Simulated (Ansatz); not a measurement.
## Phases of Cs at 3.3 GPa

Structure types of Cs are relaxed in primitive cells with their symmetry kept at 3.3 GPa, on PAW files; LAPW relaxes the small cells further and takes the PAW cell for the others (marked *). The enthalpy is E + pV at zero temperature, without zero-point motion. Only the types listed were tried, and differences under about 5 meV/atom are mesh noise. The real phase may be another.

Level of theory: DFT with PBE, scalar-relativistic, in Ansatz 0.2.0; Fermi–Dirac smearing of 0.08 eV, no spin polarisation. LAPW: all electrons, basis error target 0.5 meV/atom; PAW: frozen-core files, cutoff 420 eV.

k meshes: fcc 11×11×11, bcc 11×11×11, hcp 10×10×6, beta tin 11×11×11, hP4 6×6×4, omega 5×5×7.

Spin–orbit coupling is left out, which matters for the heavy atoms.

Q: Which type is lowest in enthalpy, and by how much?

A: fcc, 2 meV/atom below hcp, which is within the noise of the k meshes. The whole table:

```tsv
start type	ends as	a, b, c (Å)	V (Å³/atom)	H − H(lowest), LAPW (meV/atom)	same, PAW
fcc	fcc, Fm-3m	6.205, 6.205, 6.205	59.73	0.0	0.0
bcc	bcc, Im-3m	4.953, 4.953, 4.953	60.74	12.2	12.2
hcp	hcp, P6_3/mmc	4.399, 4.399, 7.219	60.49	2.3	2.3
beta tin	beta tin, I4_1/amd	7.613, 7.613, 4.071	58.99	100.7	100.6
hP4*	dhcp, P6_3/mmc	4.369, 4.369, 14.424	59.61	4.6	4.6
omega	omega, P6/mmm	7.059, 7.059, 4.204	60.46	15.7	15.6
```
